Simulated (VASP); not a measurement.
# BaF2 (Fm-3m) in VASP: a series of runs

The runs below take BaF2 through single point, with PBEsol, r2SCAN.

Everything below comes from runs of VASP 6.6.1. Logs are shortened: lines on timing, memory, paths and dates and some standing lists are left out, and cuts for length are marked.

**1. The crystal as given**

Symmetry: Fm-3m, No. 225, cubic system. The conventional cell has a = 6.176 Å, b = 6.176 Å, c = 6.176 Å, α = 90.00°, β = 90.00°, γ = 90.00°. Around Ba (site symmetry m-3m) lie 8 F at 2.67 Å. F (site symmetry -43m) has 4 Ba at 2.67 Å as nearest neighbours.

The cell comes from a database or a generator and needn't be the stable form of this composition.

**2. Single point, PBEsol**

Contents of INCAR:

```
ALGO = Normal ; EDIFF = 1E-6
ENCUT = 700 ; GGA = PS
ISIF = 2 ; ISMEAR = 0
LASPH = T ; LCHARG = T
LELF = T ; LREAL = F
LVHAR = T ; LWAVE = F
NBANDS = 19 ; NELM = 80
PREC = Accurate ; SIGMA = 0.02
```

Contents of KPOINTS:

```
k-points
0
Gamma
  6 6 6
```

Contents of POSCAR:

```
BaF2
1.0
    0.0000000000      3.0878000000      3.0878000000
    3.0878000000      0.0000000000      3.0878000000
    3.0878000000      3.0878000000      0.0000000000
Ba F
1 2
Direct
    0.0000000000      0.0000000000      0.0000000000
    0.2500000000      0.2500000000      0.2500000000
    0.7500000000      0.7500000000      0.7500000000
```

Potentials or basis: VASP PAW PBE potentials, release 64 (Ba_sv, F).

Started as:

```sh
cat potpaw_PBE.64/Ba_sv/POTCAR potpaw_PBE.64/F/POTCAR > POTCAR
mpirun -np 1 vasp_std > vasp.out
```

OUTCAR:

```text
EDIFF = 1E-6
   ENCUT = 700
   GGA = PS
   ISIF = 2
   ISMEAR = 0
   LASPH = T
   LREAL = F
   NELM = 80
   PREC = Accurate

 ion  position               nearest neighbor table
   1  0.000  0.000  0.000-   3 2.67   3 2.67   3 2.67   2 2.67   3 2.67   2 2.67   2 2.67   2 2.67

   2  0.250  0.250  0.250-   1 2.67   1 2.67   1 2.67   1 2.67
   3  0.750  0.750  0.750-   1 2.67   1 2.67   1 2.67   1 2.67

  LATTYP: Found a face centered cubic cell.
 ALAT       =     6.1756000000

  Lattice vectors:

 A1 = (   0.0000000000,   3.0878000000,   3.0878000000)
 A2 = (   3.0878000000,   0.0000000000,   3.0878000000)
 A3 = (   3.0878000000,   3.0878000000,   0.0000000000)

Analysis of symmetry for initial positions (statically):
=====================================================================
 Subroutine PRICEL returns:
 Original cell was already a primitive cell.

 Routine SETGRP: Setting up the symmetry group for a
 face centered cubic supercell.

 Subroutine GETGRP returns: Found 48 space group operations
 (whereof 48 operations were pure point group operations)
 out of a pool of 48 trial point group operations.

The static configuration has the point symmetry O_h .

Analysis of symmetry for dynamics (positions and initial velocities):
=====================================================================
 Subroutine PRICEL returns:
 Original cell was already a primitive cell.

 Routine SETGRP: Setting up the symmetry group for a
 face centered cubic supercell.

 Subroutine GETGRP returns: Found 48 space group operations
 (whereof 48 operations were pure point group operations)
 out of a pool of 48 trial point group operations.

The dynamic configuration has the point symmetry O_h .

 Subroutine INISYM returns: Found 48 space group operations
 (whereof 48 operations are pure point group operations),
 and found     1 'primitive' translations

----------------------------------------------------------------------------------------

                                     Primitive cell

  volume of cell :      58.8813

  direct lattice vectors                    reciprocal lattice vectors
     0.000000000  3.087800000  3.087800000    -0.161927586  0.161927586  0.161927586
     3.087800000  0.000000000  3.087800000     0.161927586 -0.161927586  0.161927586
     3.087800000  3.087800000  0.000000000     0.161927586  0.161927586 -0.161927586
[... 75 lines left out ...]
   ENCUT  =  700.0 eV  51.45 Ry    7.17 a.u.   9.42  9.42  9.42*2*pi/ulx,y,z
   NELM   =     80;   NELMIN=  2; NELMDL= -5     # of ELM steps
   EDIFF  = 0.1E-05   stopping-criterion for ELM
   LREAL  =      F    real-space projection
   EDIFFG = 0.1E-04   stopping-criterion for IOM
   NSW    =      0    number of steps for IOM
   IBRION =     -1    ionic relax: 0-MD 1-quasi-New 2-CG
   NFREE  =      0    steps in history (QN), initial steepest desc. (CG)
   ISIF   =      2    stress and relaxation
   ISYM   =      2    0-nonsym 1-usesym 2-fastsym
   POTIM  = 0.5000    time-step for ionic-motion
   TEBEG  =    0.0;   TEEND  =   0.0 temperature during run
   PSTRESS=    0.0 pullay stress
   NELECT =      24.0000    total number of electrons
   NUPDOWN=      -1.0000    fix difference up-down
   EMIN   =  10.00;   EMAX   =-10.00  energy-range for DOS
   EFERMI =   0.00;   METHOD = LEGACY
   ISMEAR =     0;   SIGMA  =   0.02  broadening in eV -4-tet -1-fermi 0-gaus
   EFERMI_NEDOS =   21; number of points for ismear=-14 and -15
   IALGO  =     38    algorithm
   IMIX   =      4    mixing-type and parameters
     AMIX     =   0.40;   BMIX     =  1.00
     AMIX_MAG =   1.60;   BMIX_MAG =  1.00
  volume/ion in A,a.u.               =      19.63       132.45
  Fermi-wavevector in a.u.,A,eV,Ry     =   1.213816  2.293779 20.046124  1.473349
  Thomas-Fermi vector in A             =   2.349256
   LORBIT       =      0    0 simple, 1 ext, 2 COOP (PROOUT), +10 PAW based schemes
   GGA     = PS    functional components
   LHFCALC =     F    Hartree Fock is set to
   AEXX    =    0.0000 exact exchange contribution
   IVDW    =     0    specifies the selected vdW correction
   LEPSILON=     F    determine dielectric tensor
   LRPA    =     F    only Hartree local field effects (RPA)
 non-spin polarized calculation
 Gauss-broadening in eV      SIGMA  =   0.02
  energy-cutoff  :      700.00
  volume of cell :       58.88
 maximum number of plane-waves:      2505
 NGX is ok and might be reduce to    40
   NGX = 19   NGY = 19   NGZ = 19

 number of electron      24.0000003 magnetization

 Free energy of the ion-electron system (eV)
  ---------------------------------------------------
  ext. energy  EPLUGINS =         0.00000000
  ---------------------------------------------------
  free energy    TOTEN  =       -17.64825348 eV

  energy without entropy =      -17.64825348  energy(sigma->0) =      -17.64825348

 E-fermi :  -1.9569     XC(G=0):  -8.9690

 val. band max:       -2.1602873758   @ k =  -0.1667   0.1667   0.0000
 cond. band min:       4.5341064015   @ k =   0.0000   0.0000   0.0000
 fundamental gap:      6.6943937773
 Fermi energy:        -1.9568687375

 k-point     1 :       0.0000    0.0000    0.0000
  band No.  band energies     occupation
      1     -25.1924      2.00000
      2     -20.9693      2.00000
      3     -20.9114      2.00000
      4     -10.0042      2.00000
      5     -10.0042      2.00000
      6     -10.0042      2.00000
[... 329 lines left out ...]
      6      -9.9757      2.00000
[... 11 lines left out ...]
     18      12.3144      0.00000
     19      12.5294      0.00000

------------------------ aborting loop because EDIFF is reached ----------------------------------------

  FORCE on cell =-STRESS in cart. coord.  units (eV):
  Direction    XX          YY          ZZ          XY          YZ          ZX
  --------------------------------------------------------------------------------------
  -------------------------------------------------------------------------------------
  Total       -0.0089291     -0.0089291     -0.0089291     -0.0000000      0.0000000     -0.0000000
  in kB       -0.2429626     -0.2429626     -0.2429626     -0.0000000      0.0000000     -0.0000000
  external PRESSURE =      -0.2429626 kB  Pullay stress =       0.0000000 kB

 VOLUME and BASIS-vectors are now :
 -----------------------------------------------------------------------------
  energy-cutoff  :      700.00
  volume of cell :       58.88
      direct lattice vectors                 reciprocal lattice vectors
     0.000000000  3.087800000  3.087800000    -0.161927586  0.161927586  0.161927586
     3.087800000  0.000000000  3.087800000     0.161927586 -0.161927586  0.161927586
     3.087800000  3.087800000  0.000000000     0.161927586  0.161927586 -0.161927586

 POSITION                                       TOTAL-FORCE (eV/Angst)
 -----------------------------------------------------------------------------------
      0.00000      0.00000      0.00000         0.000000      0.000000      0.000000
      1.54390      1.54390      1.54390         0.000000      0.000000      0.000000
      4.63170      4.63170      4.63170        -0.000000     -0.000000     -0.000000
 -----------------------------------------------------------------------------------
    total drift:                                0.000000     -0.000000      0.000000

  FREE ENERGIE OF THE ION-ELECTRON SYSTEM (eV)
  ---------------------------------------------------
  free  energy   TOTEN  =       -17.6482534753 eV

  energy  without entropy=      -17.6482534753  energy(sigma->0) =      -17.64825348
```

OSZICAR:

```text
N       E                     dE             d eps       ncg     rms          rms(c)
DAV:   1     0.174655013272E+03    0.17466E+03   -0.15302E+04   608   0.149E+03
DAV:   2    -0.985891715286E+01   -0.18451E+03   -0.17653E+03   762   0.299E+02
DAV:   3    -0.189954131902E+02   -0.91365E+01   -0.90888E+01   756   0.650E+01
DAV:   4    -0.191539529655E+02   -0.15854E+00   -0.15837E+00   731   0.804E+00
DAV:   5    -0.191577290708E+02   -0.37761E-02   -0.37759E-02   708   0.996E-01    0.799E+00
DAV:   6    -0.176619738171E+02    0.14958E+01   -0.62387E+00   629   0.191E+01    0.436E+00
DAV:   7    -0.176343458693E+02    0.27628E-01   -0.23020E-01   655   0.368E+00    0.223E+00
DAV:   8    -0.176385963994E+02   -0.42505E-02   -0.52256E-02   659   0.243E+00    0.283E-01
DAV:   9    -0.176448234118E+02   -0.62270E-02   -0.95142E-03   648   0.659E-01    0.139E-01
DAV:  10    -0.176482158072E+02   -0.33924E-02   -0.43868E-03   626   0.371E-01    0.355E-02
DAV:  11    -0.176482109529E+02    0.48544E-05   -0.63428E-05   712   0.633E-02    0.214E-02
DAV:  12    -0.176482533558E+02   -0.42403E-04   -0.73822E-05   632   0.513E-02    0.525E-03
DAV:  13    -0.176482534753E+02   -0.11948E-06   -0.13128E-06   679   0.731E-03
   1 F= -.17648253E+02 E0= -.17648253E+02  d E =-.741907E-48
```

stdout:

```text
POSCAR found type information on POSCAR BaF
 POSCAR found :  2 types and       3 ions
 scaLAPACK will be used
 -----------------------------------------------------------------------------
|                                                                             |
|                                                                             |
|     You enforced a specific xc type in the INCAR file but a different       |
|     I HOPE YOU KNOW WHAT YOU ARE DOING!                                     |
|                                                                             |
 -----------------------------------------------------------------------------

 LDA part: xc-table for (Slater+PW92), standard interpolation
 POSCAR, INCAR and KPOINTS ok, starting setup
 FFT: planning ... GRIDC
 FFT: planning ... GRID_SOFT
 FFT: planning ... GRID
 WAVECAR not read
 entering main loop
```

It took 22 s on 1 thread of Intel Xeon Platinum 8488C (Sapphire Rapids), shared host; peak memory 0.24 GiB.

What came out:

```
Free energy            : -17.6483 eV
Pressure               : 0.0 GPa
Band gap on the k mesh : 6.69 eV, indirect (least direct gap 6.77 eV)
```

Caveat: the PAW data sets were made with another functional, which shifts forces and pressure a little; spin-orbit coupling is left out, which moves the levels of the heavy elements. A k mesh can miss the band edges.

**3. Single point, PBEsol**

Edit INCAR of step 2 so:

```diff
@@ -1,3 +1,3 @@
 ALGO = Normal ; EDIFF = 1E-6
-ENCUT = 700 ; GGA = PS
+ENCUT = 520 ; GGA = PS
 ISIF = 2 ; ISMEAR = 0
```

Contents of KPOINTS:

```
k-points
0
Gamma
  10 10 10
```

POSCAR is that of step 2.

Potentials or basis: VASP PAW PBE potentials, release 64 (Ba_sv, F).

Started as:

```sh
cat potpaw_PBE.64/Ba_sv/POTCAR potpaw_PBE.64/F/POTCAR > POTCAR
mpirun -np 1 vasp_std > vasp.out
```

Run time: 26 s. Hardware: 1 thread of Intel Xeon Platinum 8488C (Sapphire Rapids), shared host; peak memory 0.2 GiB.

The run converged. Its results:

```yaml
Free_energy: -17.6416 eV
Pressure: 0.1 GPa
Band_gap_on_the_k_mesh: 6.67 eV, indirect (least direct gap 6.76 eV)
```

Levels at points of the mesh, in eV from the valence-band top:
| k point | band 9 | band 10 | band 11 | band 12 | band 13 | band 14 | band 15 | band 16 |
| --- | --- | --- | --- | --- | --- | --- | --- | --- |
| (0.00, 0.00, 0.00) | -1.57 | -0.09 | -0.09 | -0.09 | 6.67 | 9.15 | 9.15 | 11.42 |
| (0.50, 0.00, 0.00) | -0.70 | -0.36 | -0.17 | -0.17 | 9.07 | 9.16 | 9.16 | 9.73 |
| (0.50, 0.50, 0.00) | -0.38 | -0.33 | -0.33 | -0.14 | 7.19 | 8.96 | 10.71 | 11.99 |

Caveat: the PAW data sets were made with another functional, which shifts forces and pressure a little; spin-orbit coupling is left out, which moves the levels of the heavy elements.

(Part 1 of 2 ends here.)
